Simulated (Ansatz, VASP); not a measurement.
## One calculation of Si3N4, two programs

```
Si N
1.0
     7.66360    0.00000    0.00000
    -3.83180    6.63687    0.00000
     0.00000    0.00000    2.92646
Si N
6 8
Direct
  0.76891 0.17501 0.24891
  0.59390 0.76891 0.74891
  0.82499 0.59390 0.24891
  0.23109 0.82499 0.74891
  0.40610 0.23109 0.24891
  0.17501 0.40610 0.74891
  0.03084 0.33000 0.24891
  0.70083 0.03084 0.74891
  0.67000 0.70083 0.24891
  0.96916 0.67000 0.74891
  0.29917 0.96916 0.24891
  0.33000 0.29917 0.74891
  0.66667 0.33333 0.24892
  0.33333 0.66667 0.74892
```

Alike in both runs: functional PBE; k mesh 6 × 6 × 8; occupations gaussian, width 0.02 eV; no spin polarisation.

Ansatz relaxed the structure, and its values are those at the end. VASP's run is a single point on that final structure, the one shown.

```csv
,VASP,Ansatz
version,VASP 6.6.1,Ansatz 0.2.0
potentials or method,"VASP PAW PBE potentials, release 64 (Si, N)","scalar-relativistic, plane waves, PAW"
plane-wave cutoff (eV),520,420
valence electrons in the cell,64,64
```

```tsv
	VASP	Ansatz	Ansatz less VASP
gap on the k mesh at the Fermi level (eV)	4.26	4.27	+0.011
least direct gap on the mesh (eV)	4.44	4.45	+0.011
pressure (GPa)	-0.3	0.0	+0.29
```

A k mesh can miss the band edges. As with any semilocal functional, this PBE gap is likely too small.
